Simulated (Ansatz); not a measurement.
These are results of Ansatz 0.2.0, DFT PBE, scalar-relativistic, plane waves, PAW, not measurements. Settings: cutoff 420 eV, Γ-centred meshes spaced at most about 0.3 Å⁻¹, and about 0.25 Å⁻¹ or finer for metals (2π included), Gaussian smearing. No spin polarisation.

Temperature and zero-point effects are left out.

Task: Order these relaxed structures of In₄Sb by energy, lowest first, with the energy over the lowest of them.
A. Space group Im-3m (No. 229), cubic, a = 7.090 Å. Around In lie 2 Sb at 3.07 Å and 6 In at 3.55 Å; Sb has 8 In at 3.07 Å.
B. Space group Pm-3m (No. 221), cubic, a = 5.581 Å. In on a site of symmetry 4/mmm is surrounded by 2 In at 2.79 Å, 4 Sb at 3.95 Å and 8 In at 3.95 Å; In on a site of symmetry m-3m has 6 In at 2.79 Å; Sb has 12 In at 3.95 Å (long contacts).
C. Space group Cmmm (No. 65), orthorhombic, a = 8.880 Å, b = 10.456 Å, c = 3.282 Å. In on a site of symmetry 2mm has 7 In at 3.01–3.28 Å and 2 Sb at 3.36 Å; around In on a site of symmetry 2/m lie 6 In at 3.17–3.28 Å and 2 Sb at 3.43 Å; around Sb lie 2 Sb at 3.28 Å and 8 In at 3.36–3.43 Å.

Result: C (0 meV/atom), A (189 meV/atom), B (326 meV/atom). Counting In atoms around Sb (those within 1.25 times the shortest such distance or 1.15 times the sum of covalent radii; a plus sign parts nearer from farther groups; the shortest distance is added where it is long for a bond): C has Sb 8 from 3.4 Å; A has Sb 8; B has Sb 12+8 from 3.9 Å. All come from invented guesses. Even the lowest of the cells shown lies +0.09 eV/atom against the elements.

These runs have no spin–orbit coupling, which can matter for Sb. Cells relaxed within their symmetry can be saddle points. Some structure types and database cells were kept out of the candidates from the start, so a known form may be missing.
